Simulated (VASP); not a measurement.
# P (P2/m) in VASP: a series of runs

One crystal, P, is run at these levels: PBE; tasks: single point.

Program: VASP 6.6.1. These are calculated values, not measurements. Logs are shortened: lines on timing, memory, paths and dates and some standing lists are left out, and cuts for length are marked.

## 1. Starting point

Symmetry: P2/m, No. 10, monoclinic system. Conventional cell: a = 2.425 Å, b = 2.439 Å, c = 4.852 Å, α = 90.00°, β = 90.24°, γ = 90.00°. Around P (site symmetry m) lie 6 P at 2.42 to 2.44 Å.

This isn't the form of P at room conditions, which is orthorhombic.

## 2. Single point, PBE

INCAR reads:

```
PREC = Accurate
ENCUT = 460
EDIFF = 1E-6
ISMEAR = 0
SIGMA = 0.05
LREAL = False
LASPH = True
NELM = 100
ALGO = Normal
ISIF = 2
LWAVE = False
LCHARG = False
GGA = PE
ADDGRID = False
```

KPOINTS reads:

```
regular mesh
0
Gamma
  20 20 10
```

POSCAR reads:

```
P
1.0
    2.4246941115      0.0000000000      0.0000000000
    0.0000000000      2.4385351442      0.0000000000
   -0.0203144631      0.0000000000      4.8524328982
P
2
Direct
   -0.0009640000     -0.0137570000      0.7520410000
    1.0088450000      0.0001830000      0.2407300000
```

Potentials or basis: VASP PAW PBE potentials, release 64 (P).

Command:

```console
> cat potpaw_PBE.64/P/POTCAR > POTCAR
> mpirun -np 1 vasp_std > vasp.out
```

OUTCAR:

```text
PREC = Accurate
   ENCUT = 460
   EDIFF = 1E-6
   ISMEAR = 0
   LREAL = False
   LASPH = True
   NELM = 100
   ISIF = 2
   GGA = PE

 Found   2004 irreducible k-points:

 Following reciprocal coordinates:
            Coordinates               Weight
  0.000000  0.000000  0.000000      1.000000
  0.050000  0.000000 -0.000000      2.000000
  0.100000  0.000000 -0.000000      2.000000
  0.150000  0.000000 -0.000000      2.000000
  0.200000  0.000000 -0.000000      2.000000
  0.250000  0.000000 -0.000000      2.000000
   k-points           NKPTS =   2004   k-points in BZ     NKDIM =   2004   number of bands    NBANDS=      9
   number of dos      NEDOS =    301   number of ions     NIONS =      2
   total plane-waves  NPLWV =  11664
   dimension x,y,z NGX =    18 NGY =   18 NGZ =   36
   dimension x,y,z NGXF=    36 NGYF=   36 NGZF=   72
   ions per type =               2
   NGX,Y,Z   is equivalent  to a cutoff of  12.34, 12.27, 12.33 a.u.
   NGXF,Y,Z  is equivalent  to a cutoff of  24.68, 24.54, 24.67 a.u.
 SYSTEM =  unknown system
   PREC   = accura    normal or accurate (medium, high low for compatibility)
   ISTART =      0    job   : 0-new  1-cont  2-samecut
   ICHARG =      2    charge: 1-file 2-atom 10-const
   ISPIN  =      1    spin polarized calculation?
   LNONCOLLINEAR =      F non collinear calculations
   LSORBIT =      F    spin-orbit coupling
   LASPH  =      T    aspherical Exc in radial PAW
   ENCUT  =  460.0 eV  33.81 Ry    5.81 a.u.   4.24  4.26  8.49*2*pi/ulx,y,z
   NELM   =    100;   NELMIN=  2; NELMDL= -5     # of ELM steps
   EDIFF  = 0.1E-05   stopping-criterion for ELM
   LREAL  =      F    real-space projection
   EDIFFG = 0.1E-04   stopping-criterion for IOM
   NSW    =      0    number of steps for IOM
   IBRION =     -1    ionic relax: 0-MD 1-quasi-New 2-CG
   NFREE  =      0    steps in history (QN), initial steepest desc. (CG)
   ISIF   =      2    stress and relaxation
   ISYM   =      2    0-nonsym 1-usesym 2-fastsym
   POTIM  = 0.5000    time-step for ionic-motion
   TEBEG  =    0.0;   TEEND  =   0.0 temperature during run
   PSTRESS=    0.0 pullay stress
   NELECT =      10.0000    total number of electrons
   NUPDOWN=      -1.0000    fix difference up-down
   EMIN   =  10.00;   EMAX   =-10.00  energy-range for DOS
   EFERMI =   0.00;   METHOD = LEGACY
   ISMEAR =     0;   SIGMA  =   0.05  broadening in eV -4-tet -1-fermi 0-gaus
   EFERMI_NEDOS =   21; number of points for ismear=-14 and -15
   IALGO  =     38    algorithm
   IMIX   =      4    mixing-type and parameters
     AMIX     =   0.40;   BMIX     =  1.00
     AMIX_MAG =   1.60;   BMIX_MAG =  1.00
  volume/ion in A,a.u.               =      14.35        96.81
  Fermi-wavevector in a.u.,A,eV,Ry     =   1.152107  2.177167 18.059715  1.327352
  Thomas-Fermi vector in A             =   2.288761
   LORBIT       =      0    0 simple, 1 ext, 2 COOP (PROOUT), +10 PAW based schemes
   GGA     = PE    functional components
   LHFCALC =     F    Hartree Fock is set to
   AEXX    =    0.0000 exact exchange contribution
   IVDW    =     0    specifies the selected vdW correction
   LEPSILON=     F    determine dielectric tensor
   LRPA    =     F    only Hartree local field effects (RPA)
 non-spin polarized calculation
 Gauss-broadening in eV      SIGMA  =   0.05
  energy-cutoff  :      460.00
  volume of cell :       28.69
 maximum number of plane-waves:       658
 NGX is ok and might be reduce to    18
   NGX =  9   NGY =  9   NGZ = 17

 number of electron      10.0000000 magnetization

 Free energy of the ion-electron system (eV)
  ---------------------------------------------------
  ext. energy  EPLUGINS =         0.00000000
  ---------------------------------------------------
  free energy    TOTEN  =       -10.53369475 eV

  energy without entropy =      -10.53266570  energy(sigma->0) =      -10.53318022

 E-fermi :   9.9935     XC(G=0): -11.3421

 val. band max:        9.9915856044   @ k =  -0.4500   0.0500   0.5000
 cond. band min:       9.9935236150   @ k =   0.2500   0.1000   0.2000
 fundamental gap:      0.0019380106
 Fermi energy:         9.9934904514

 k-point     1 :       0.0000    0.0000    0.0000
  band No.  band energies     occupation
      1      -6.8111      2.00000
      2      -2.3648      2.00000
      3       1.0667      2.00000
      4      14.7948      0.00000
      5      15.0203      0.00000
      6      15.0464      0.00000
      7      16.5872      0.00000
      8      16.6583      0.00000
      9      17.7512      0.00000

 k-point     2 :       0.0500    0.0000   -0.0000
  band No.  band energies     occupation
      1      -6.7530      2.00000
      2      -2.3064      2.00000
      3       1.1193      2.00000
      4      13.7972      0.00000
      5      14.8408      0.00000
      6      15.0763      0.00000
      7      16.6417      0.00000
      8      16.8662      0.00000
      9      17.8013      0.00000

 k-point     3 :       0.1000    0.0000   -0.0000
  band No.  band energies     occupation
      1      -6.5791      2.00000
      2      -2.1315      2.00000
      3       1.2766      2.00000
      4      11.9987      0.00000
      5      14.9761      0.00000
      6      15.1799      0.00000
      7      15.2970      0.00000
      8      16.7835      0.00000
      9      17.8983      0.00000

 k-point     4 :       0.1500    0.0000   -0.0000
  band No.  band energies     occupation
      1      -6.2907      2.00000
      2      -1.8411      2.00000
      3       1.5359      2.00000
      4      10.1887      0.00000
      5      13.6104      0.00000
      6      15.2044      0.00000
      7      15.4411      0.00000
      8      17.0069      0.00000
      9      18.1099      0.00000

 k-point     5 :       0.2000    0.0000   -0.0000
  band No.  band energies     occupation
      1      -5.8902      2.00000
      2      -1.4366      2.00000
      3       1.8922      2.00000
      4       8.4326      2.00000
      5      11.9827      0.00000
      6      15.5130      0.00000
      7      15.7463      0.00000
      8      17.2908      0.00000
      9      17.6582      0.00000

 k-point     6 :       0.2500    0.0000   -0.0000
  band No.  band energies     occupation
      1      -5.3821      2.00000
      2      -0.9209      2.00000
      3       2.3362      2.00000
      4       6.7584      2.00000
      5      10.4045      0.00000
      6      15.8784      0.00000
      7      15.8953      0.00000
      8      16.1640      0.00000
      9      17.6841      0.00000

 [... further k-points ...]

------------------------ aborting loop because EDIFF is reached ----------------------------------------

  FORCE on cell =-STRESS in cart. coord.  units (eV):
  Direction    XX          YY          ZZ          XY          YZ          ZX
  --------------------------------------------------------------------------------------
  -------------------------------------------------------------------------------------
  Total        0.5473819      0.2950767      0.5058258      0.0032820     -0.0136938      0.0294607
  in kB       30.5671874     16.4778312     28.2465896      0.1832746     -0.7646962      1.6451596
  external PRESSURE =      25.0972028 kB  Pullay stress =       0.0000000 kB

 VOLUME and BASIS-vectors are now :
 -----------------------------------------------------------------------------
  energy-cutoff  :      460.00
  volume of cell :       28.69
      direct lattice vectors                 reciprocal lattice vectors
     2.424694112  0.000000000  0.000000000     0.412423157  0.000000000  0.001726589
     0.000000000  2.438535144  0.000000000     0.000000000  0.410082259  0.000000000
    -0.020314463  0.000000000  4.852432898     0.000000000  0.000000000  0.206082190

 POSITION                                       TOTAL-FORCE (eV/Angst)
 -----------------------------------------------------------------------------------
      2.40708      2.40499      3.64923         0.039015      0.056328     -0.067123
      0.01656      0.00045      1.16813        -0.039015     -0.056328      0.067123
 -----------------------------------------------------------------------------------
    total drift:                               -0.000001      0.000000     -0.000001

  FREE ENERGIE OF THE ION-ELECTRON SYSTEM (eV)
  ---------------------------------------------------
  free  energy   TOTEN  =       -10.5336947489 eV

  energy  without entropy=      -10.5326656979  energy(sigma->0) =      -10.53318022
```

Run time: 5 min. Hardware: 1 thread of Intel Xeon Platinum 8259CL at 2.50GHz (Skylake/Cascade Lake), shared host; peak memory 0.44 GiB.

The run converged, but some of its settings lie outside the range that counts as converged, so its numbers aren't taken as properties of the crystal.

What came out:

```
Free energy            : -10.5337 eV
Pressure               : 2.5 GPa
Largest force          : 0.096 eV/Å
Band gap on the k mesh : none (metal or under the smearing width)
```

## 3. Single point, PBE

INCAR, as its differences from that of step 2:

```diff
@@ -4,3 +4,3 @@
 ISMEAR = 0
-SIGMA = 0.05
+SIGMA = 0.02
 LREAL = False
```

KPOINTS is that of step 2.

POSCAR reads:

```
P
1.0
    2.4246941115      0.0000000000      0.0000000000
    0.0000000000      2.4385351442      0.0000000000
   -0.0203144631      0.0000000000      4.8524328982
P
2
Direct
    0.0000000300      0.0000000000      0.7494253600
    0.9999999700      0.0000000000      0.2505746400
```

Potentials or basis: VASP PAW PBE potentials, release 64 (P).

Command:

```console
> cat potpaw_PBE.64/P/POTCAR > POTCAR
> mpirun -np 1 vasp_std > vasp.out
```

OUTCAR:

```text
PREC = Accurate
   ENCUT = 460
   EDIFF = 1E-6
   ISMEAR = 0
   LREAL = False
   LASPH = True
   NELM = 100
   ISIF = 2
   GGA = PE

 Found   1122 irreducible k-points:

 Following reciprocal coordinates:
            Coordinates               Weight
  0.000000  0.000000  0.000000      1.000000
  0.050000  0.000000 -0.000000      2.000000
  0.100000  0.000000 -0.000000      2.000000
  0.150000  0.000000 -0.000000      2.000000
  0.200000  0.000000 -0.000000      2.000000
  0.250000  0.000000 -0.000000      2.000000
   k-points           NKPTS =   1122   k-points in BZ     NKDIM =   1122   number of bands    NBANDS=      9
   number of dos      NEDOS =    301   number of ions     NIONS =      2
   total plane-waves  NPLWV =  11664
   dimension x,y,z NGX =    18 NGY =   18 NGZ =   36
   dimension x,y,z NGXF=    36 NGYF=   36 NGZF=   72
   ions per type =               2
   NGX,Y,Z   is equivalent  to a cutoff of  12.34, 12.27, 12.33 a.u.
   NGXF,Y,Z  is equivalent  to a cutoff of  24.68, 24.54, 24.67 a.u.
 SYSTEM =  unknown system
   PREC   = accura    normal or accurate (medium, high low for compatibility)
   ISTART =      0    job   : 0-new  1-cont  2-samecut
   ICHARG =      2    charge: 1-file 2-atom 10-const
   ISPIN  =      1    spin polarized calculation?
   LNONCOLLINEAR =      F non collinear calculations
   LSORBIT =      F    spin-orbit coupling
   LASPH  =      T    aspherical Exc in radial PAW
   ENCUT  =  460.0 eV  33.81 Ry    5.81 a.u.   4.24  4.26  8.49*2*pi/ulx,y,z
   NELM   =    100;   NELMIN=  2; NELMDL= -5     # of ELM steps
   EDIFF  = 0.1E-05   stopping-criterion for ELM
   LREAL  =      F    real-space projection
   EDIFFG = 0.1E-04   stopping-criterion for IOM
   NSW    =      0    number of steps for IOM
   IBRION =     -1    ionic relax: 0-MD 1-quasi-New 2-CG
   NFREE  =      0    steps in history (QN), initial steepest desc. (CG)
   ISIF   =      2    stress and relaxation
   ISYM   =      2    0-nonsym 1-usesym 2-fastsym
   POTIM  = 0.5000    time-step for ionic-motion
   TEBEG  =    0.0;   TEEND  =   0.0 temperature during run
   PSTRESS=    0.0 pullay stress
   NELECT =      10.0000    total number of electrons
   NUPDOWN=      -1.0000    fix difference up-down
   EMIN   =  10.00;   EMAX   =-10.00  energy-range for DOS
   EFERMI =   0.00;   METHOD = LEGACY
   ISMEAR =     0;   SIGMA  =   0.02  broadening in eV -4-tet -1-fermi 0-gaus
   EFERMI_NEDOS =   21; number of points for ismear=-14 and -15
   IALGO  =     38    algorithm
   IMIX   =      4    mixing-type and parameters
     AMIX     =   0.40;   BMIX     =  1.00
     AMIX_MAG =   1.60;   BMIX_MAG =  1.00
  volume/ion in A,a.u.               =      14.35        96.81
  Fermi-wavevector in a.u.,A,eV,Ry     =   1.152107  2.177167 18.059715  1.327352
  Thomas-Fermi vector in A             =   2.288761
   LORBIT       =      0    0 simple, 1 ext, 2 COOP (PROOUT), +10 PAW based schemes
   GGA     = PE    functional components
   LHFCALC =     F    Hartree Fock is set to
   AEXX    =    0.0000 exact exchange contribution
   IVDW    =     0    specifies the selected vdW correction
   LEPSILON=     F    determine dielectric tensor
   LRPA    =     F    only Hartree local field effects (RPA)
 non-spin polarized calculation
 Gauss-broadening in eV      SIGMA  =   0.02
  energy-cutoff  :      460.00
  volume of cell :       28.69
 maximum number of plane-waves:       658
 NGX is ok and might be reduce to    18
   NGX =  9   NGY =  9   NGZ = 17

 number of electron      10.0000000 magnetization

 number of electron       9.9999996 magnetization

 Free energy of the ion-electron system (eV)
  ---------------------------------------------------
  ext. energy  EPLUGINS =         0.00000000
  ---------------------------------------------------
  free energy    TOTEN  =       -10.53645944 eV

  energy without entropy =      -10.53626461  energy(sigma->0) =      -10.53636203

 E-fermi :  10.0058     XC(G=0): -11.3446

 val. band max:       10.0021045327   @ k =   0.0000   0.1500   0.3000
 cond. band min:      10.0068475454   @ k =   0.1500   0.2500   0.2000
 fundamental gap:      0.0047430127
 Fermi energy:        10.0058297988

 k-point     1 :       0.0000    0.0000    0.0000
  band No.  band energies     occupation
      1      -6.7961      2.00000
      2      -2.3686      2.00000
      3       1.0607      2.00000
      4      14.8062      0.00000
      5      15.0142      0.00000
      6      15.0553      0.00000
      7      16.6070      0.00000
      8      16.6737      0.00000
      9      17.8685      0.00000

 k-point     2 :       0.0500    0.0000   -0.0000
  band No.  band energies     occupation
      1      -6.7380      2.00000
      2      -2.3103      2.00000
      3       1.1134      2.00000
      4      13.8096      0.00000
      5      14.8523      0.00000
      6      15.0672      0.00000
      7      16.6666      0.00000
      8      16.8592      0.00000
      9      17.7618      0.00000

 k-point     3 :       0.1000    0.0000   -0.0000
  band No.  band energies     occupation
      1      -6.5640      2.00000
      2      -2.1354      2.00000
      3       1.2707      2.00000
      4      12.0112      0.00000
      5      14.9895      0.00000
      6      15.2035      0.00000
      7      15.2575      0.00000
      8      16.8050      0.00000
      9      17.8850      0.00000

 k-point     4 :       0.1500    0.0000   -0.0000
  band No.  band energies     occupation
      1      -6.2755      2.00000
      2      -1.8449      2.00000
      3       1.5301      2.00000
      4      10.2012      0.00000
      5      13.6087      0.00000
      6      15.2153      0.00000
      7      15.4294      0.00000
      8      17.0301      0.00000
      9      18.0964      0.00000

 k-point     5 :       0.2000    0.0000   -0.0000
  band No.  band energies     occupation
      1      -5.8749      2.00000
      2      -1.4405      2.00000
      3       1.8864      2.00000
      4       8.4449      2.00000
      5      11.9797      0.00000
      6      15.5241      0.00000
      7      15.7375      0.00000
      8      17.3329      0.00000
      9      17.6273      0.00000

 k-point     6 :       0.2500    0.0000   -0.0000
  band No.  band energies     occupation
      1      -5.3666      2.00000
      2      -0.9247      2.00000
      3       2.3307      2.00000
      4       6.7701      2.00000
      5      10.4010      0.00000
      6      15.9066      0.00000
      7      15.9097      0.00000
      8      16.1191      0.00000
      9      17.6998      0.00000

 [... further k-points ...]

------------------------ aborting loop because EDIFF is reached ----------------------------------------

  FORCE on cell =-STRESS in cart. coord.  units (eV):
  Direction    XX          YY          ZZ          XY          YZ          ZX
  --------------------------------------------------------------------------------------
  -------------------------------------------------------------------------------------
  Total        0.4404097      0.3410409      0.4320620      0.0000000      0.0000000      0.0311327
  in kB       24.5935934     19.0445872     24.1274327      0.0000000      0.0000000      1.7385269
  external PRESSURE =      22.5885378 kB  Pullay stress =       0.0000000 kB

 VOLUME and BASIS-vectors are now :
 -----------------------------------------------------------------------------
  energy-cutoff  :      460.00
  volume of cell :       28.69
      direct lattice vectors                 reciprocal lattice vectors
     2.424694112  0.000000000  0.000000000     0.412423157  0.000000000  0.001726589
     0.000000000  2.438535144  0.000000000     0.000000000  0.410082259  0.000000000
    -0.020314463  0.000000000  4.852432898     0.000000000  0.000000000  0.206082190

 POSITION                                       TOTAL-FORCE (eV/Angst)
 -----------------------------------------------------------------------------------
     -0.01522      0.00000      3.63654         0.000072      0.000000      0.008751
      2.41960      0.00000      1.21590        -0.000072      0.000000     -0.008751
 -----------------------------------------------------------------------------------
    total drift:                               -0.000000      0.000000     -0.000000

  FREE ENERGIE OF THE ION-ELECTRON SYSTEM (eV)
  ---------------------------------------------------
  free  energy   TOTEN  =       -10.5364594444 eV

  energy  without entropy=      -10.5362646146  energy(sigma->0) =      -10.53636203
```

stdout:

```text
POSCAR found type information on POSCAR P
 POSCAR found :  1 types and       2 ions
 scaLAPACK will be used
 LDA part: xc-table for (Slater+PW92), standard interpolation
 POSCAR, INCAR and KPOINTS ok, starting setup
 FFT: planning ... GRIDC
 FFT: planning ... GRID_SOFT
 FFT: planning ... GRID
 WAVECAR not read
 entering main loop
```

It took 2.4 min on 1 thread of Intel Xeon Platinum 8259CL at 2.50GHz (Skylake/Cascade Lake), shared host; peak memory 0.3 GiB.

These settings aren't checked as converged: the numbers below hold their error.

Results:

- Free energy: -10.5365 eV
- Pressure: 2.3 GPa
- Largest force: 0.009 eV/Å
- Band gap on the k mesh: none (metal or under the smearing width)

(Continued in part 2 of 2.)
